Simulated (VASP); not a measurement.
**HfO2: relaxation of cell and atoms with PBE**

The system is HfO2.

```
CELL_PARAMETERS angstrom
5.55640 0.00000 0.00000
0.00000 3.33360 0.00000
0.00000 0.00000 6.50500
ATOMIC_POSITIONS crystal
Hf 0.74868 0.75000 0.60787
Hf 0.25132 0.25000 0.39213
Hf 0.24868 0.75000 0.89213
Hf 0.75132 0.25000 0.10787
O 0.63950 0.25000 0.42340
O 0.36050 0.75000 0.57660
O 0.13950 0.25000 0.07660
O 0.86050 0.75000 0.92340
O 0.52079 0.25000 0.84145
O 0.47921 0.75000 0.15855
O 0.02079 0.25000 0.65855
O 0.97921 0.75000 0.34145
```

Measurements of this composition are mostly on another form, of space group No. 14.

```json
{
 "Program": "VASP 6.6.1",
 "Task": "relaxation of cell and atoms",
 "Functional": "PBE",
 "Potentials or basis": "VASP PAW PBE potentials, release 64 (Hf_pv, O)",
 "Cutoff": "900 eV",
 "k mesh": "4 × 6 × 3",
 "Occupations": "fermi-dirac, width 0.05 eV",
 "Spin": "no spin polarisation",
 "Further INCAR settings": "ALGO = Normal; EDIFF = 1e-07; IBRION = 2; EDIFFG = -0.01; NSW = 60; ISIF = 3"
}
```

```yaml
Relaxed_volume: 10.03 Å³/atom
Relaxed_cell: a = 5.554 Å, b = 3.332 Å, c = 6.503 Å, α = 90.00°, β = 90.00°, γ = 90.00°
Space_group_after_relaxing_to_0.05_Å: Pnma (No. 62)
Energy_gained_by_relaxing: 0.0 meV/atom
Ionic_steps: 3
Pressure_after_relaxing: 0.1 GPa
Largest_force_after_relaxing: 0.004 eV/Å
Band_gap_on_the_k_mesh: 3.41 eV, direct
```

Forces in eV/Å, atoms in the order of the input:
```
Hf   0.004  0.000 -0.002
Hf  -0.004  0.000  0.002
Hf   0.004  0.000  0.002
Hf  -0.004  0.000 -0.002
O   -0.001  0.000 -0.002
O    0.001  0.000  0.002
O   -0.001  0.000  0.002
O    0.001  0.000 -0.002
O   -0.003  0.000  0.002
O    0.003  0.000 -0.002
O   -0.003  0.000 -0.002
O    0.003  0.000  0.002
```

Step by step:
```csv
step,energy change (eV),largest force (eV/Å),pressure (GPa),volume (Å³)
1,0.0000,0.0153,-0.31,120.49
2,0.0002,0.0130,0.67,120.15
3,-0.0001,0.0043,0.09,120.34
```

Final structure:
```
Hf O
1.0
     5.55399    0.00000    0.00000
     0.00000    3.33210    0.00000
     0.00000    0.00000    6.50250
Hf O
4 8
Direct
  0.74871 0.75000 0.60783
  0.25129 0.25000 0.39217
  0.24871 0.75000 0.89217
  0.75129 0.25000 0.10783
  0.63949 0.25000 0.42341
  0.36051 0.75000 0.57659
  0.13949 0.25000 0.07659
  0.86051 0.75000 0.92341
  0.52078 0.25000 0.84150
  0.47922 0.75000 0.15850
  0.02078 0.25000 0.65850
  0.97922 0.75000 0.34150
```

Levels at points of the mesh, in eV from the valence-band top:
```tsv
k point	band 41	band 42	band 43	band 44	band 45	band 46	band 47	band 48
(0.00, 0.00, 0.00)	-0.83	-0.34	-0.05	0.00	3.41	4.34	4.43	4.95
(0.50, 0.00, 0.00)	-0.82	-0.82	-0.34	-0.34	4.24	4.24	5.46	5.46
(0.00, 0.50, 0.00)	-0.79	-0.79	-0.70	-0.70	5.12	5.12	5.94	5.94
(0.50, 0.50, 0.00)	-0.73	-0.73	-0.73	-0.73	5.64	5.64	5.64	5.64
```

Run time: 30 min on 1 thread of AMD EPYC 7R43 64-Core Processor (Zen 3), on a shared host, peak memory 0.47 GiB.

Caveat: spin-orbit coupling is left out, which moves the levels of the heavy elements; an odd mesh through Γ misses points on the zone boundary, where band edges often lie.
